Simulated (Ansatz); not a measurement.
Runs of Ansatz 0.2.0 on Au. The cell holds a slab with vacuum, 7 atoms: a = 2.823 Å, b = 2.920 Å, c = 29.680 Å, α = 90.00°, β = 90.00°, γ = 118.91°. The slab is cut from a database's or a generator's crystal, which needn't be the stable form of the element.

| potentials or basis | cutoff (eV) | gap on the mesh (eV) | largest force (eV/Å) | work function (eV) |
| --- | --- | --- | --- | --- |
| Ansatz PAW | 420 | none | 0.16 | 5.29 |
| SPMS NC | 517 | none | 0.15 | (a) |
| Ansatz PAW earlier set | 864 | none | 0.16 | 5.29 |
| PseudoDojo stringent (PBE files) | 1034 | none | 0.14 | 5.29 |
| JTH PAW | 750 | none | 0.16 | 5.29 |

Alike in all rows: task single point; level PBE; no spin polarisation; cell the (0 0 1) slab of Au, cut from the database cell, not relaxed; k mesh 11 × 11 × 1; smearing fermi-dirac 0.05 eV.

Task: Fill in the values left out.

Result: (a) 5.30.

A k mesh can miss the band edges, and the runs leave out spin-orbit coupling on Au.

A gap of «none» marks a metal or a gap under the smearing width.

Not every run made on this cell is shown here.
